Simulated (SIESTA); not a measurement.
CuO (Tenorite) in SIESTA: the effect of functional

The system is CuO (Tenorite).

```xyz
4
Lattice="2.3418 -1.7113 0.0000 2.3418 1.7113 0.0000 -0.8500 0.0000 5.0579" Properties=species:S:1:pos:R:3 pbc="T T T"
Cu    0.7459   -0.8557    2.5289
Cu    1.1709    0.8557    0.0000
O     1.7043    0.2793    3.7934
O     2.1293   -0.2793    1.2645
```

Alike in all runs:

| Property | Result |
| --- | --- |
| Program | SIESTA 5.4.2 |
| Task | single point |
| Basis | DZP (energy shift 0.003 Ry; two zetas on semicore shells) |
| Grid cutoff | 800 Ry |
| Energy shift | 0.003 Ry |
| k mesh | 10 × 10 × 5 |
| Occupations | fermi-dirac, width 0.05 eV |
| Spin | no spin polarisation |

```csv
functional,potentials or basis,pressure (GPa),largest force (eV/Å)
LDA,PseudoDojo 0.4 standard (LDA files),-8.0,0.31
PBEsol,PseudoDojo 0.4 standard (PBEsol files),-1.5,0.21
AM05,PseudoDojo 0.4 standard (PBEsol files),-1.3,0.22
WC,PseudoDojo 0.4 standard (PBEsol files),-1.1,0.20
PW91,PseudoDojo 0.4 standard (PBE files),6.2,0.12
revPBE,PseudoDojo 0.4 standard (PBE files),11.0,0.03
RPBE,PseudoDojo 0.4 standard (PBE files),?,?
BLYP,PseudoDojo 0.4 standard (PBE files),13.6,0.08
```

Q: What does the run with functional RPBE give?

A: Pressure 12.5 GPa; largest force 0.01 eV/Å.

Caveats: short orbitals over semicore shells can move pressures by several GPa; the basis of atomic orbitals isn't converged, which shifts pressures, moduli and gaps; the run has no spin polarisation, though such a crystal can be magnetic; the potentials were made for another functional, which shifts forces and pressure (some runs).

Runs at the PBE level aren't shown here.
